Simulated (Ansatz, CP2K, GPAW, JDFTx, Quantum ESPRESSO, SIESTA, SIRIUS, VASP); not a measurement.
One calculation of CdSe, 10 ways

```
Cd Se
1.0
     4.30000    0.00000    0.00000
    -2.15000    3.72391    0.00000
     0.00000    0.00000    7.02000
Cd Se
2 2
Direct
  0.66667 0.33333 0.50000
  0.33333 0.66667 0.00000
  0.66667 0.33333 0.88500
  0.33333 0.66667 0.38500
```

Alike in all runs: task single point; functional PBEsol; k mesh 7 × 7 × 4; occupations fermi-dirac, width 0.05 eV; no spin polarisation; no spin-orbit coupling. Pressure is positive in compression and, in plane waves, holds the error of the finite cutoff, which Ansatz's Pulay term estimates and takes out.

```csv
program and potentials,plane-wave cutoff (eV),notes,pressure (GPa),largest force (eV/Å)
"Ansatz, Ansatz PAW",420,"potentials made for PBE, which Ansatz adapts in part; 18 valence electrons an atom on average; Pulay term of +0.03 GPa included",0.16,0.265
"Quantum ESPRESSO, GBRV 1.5 PBEsol",612,9 valence electrons an atom on average,0.38,0.270
"JDFTx, PseudoDojo-SR-PBEsol-0.4.1-standard with smoothed tails",1388,18 valence electrons an atom on average,0.16,0.266
"Ansatz, all-electron LAPW, scalar-relativistic",-,-,0.17,0.265
"SIRIUS, all-electron FP-LAPW, apw+lo standard",-,-,-,0.265
"VASP, PBE PAW files Cd, Se, 520 eV",520,potentials made for PBE; 9 valence electrons an atom on average,0.50,0.275
"CP2K, POTENTIAL_UZH Cd GTH-PBE-q12, Se GTH-PBE-q6; TZVP-MOLOPT-PBE-GTH basis",-,atomic basis; potentials made for PBE; 9 valence electrons an atom on average,1.27,0.303
"SIESTA, files PseudoDojo sr-pbesol-0.4.1-standard, DZP (energy shift 0.003 Ry; two zetas on semicore shells)",-,atomic basis; 18 valence electrons an atom on average,0.41,0.306
"GPAW, PAW data sets generated for this functional",600,9 valence electrons an atom on average,?,?
"SIRIUS, PseudoDojo 0.4.1 PBEsol standard (scalar relativistic)",1388,18 valence electrons an atom on average,0.15,0.267
```

Q: Estimate from the other rows what the run with GPAW, PAW data sets generated for this functional gave.

A: Pressure -0.03 GPa; largest force 0.266 eV/Å. The other rows, which needn't bracket it: pressure 0.15 to 1.27; largest force 0.265 to 0.306.
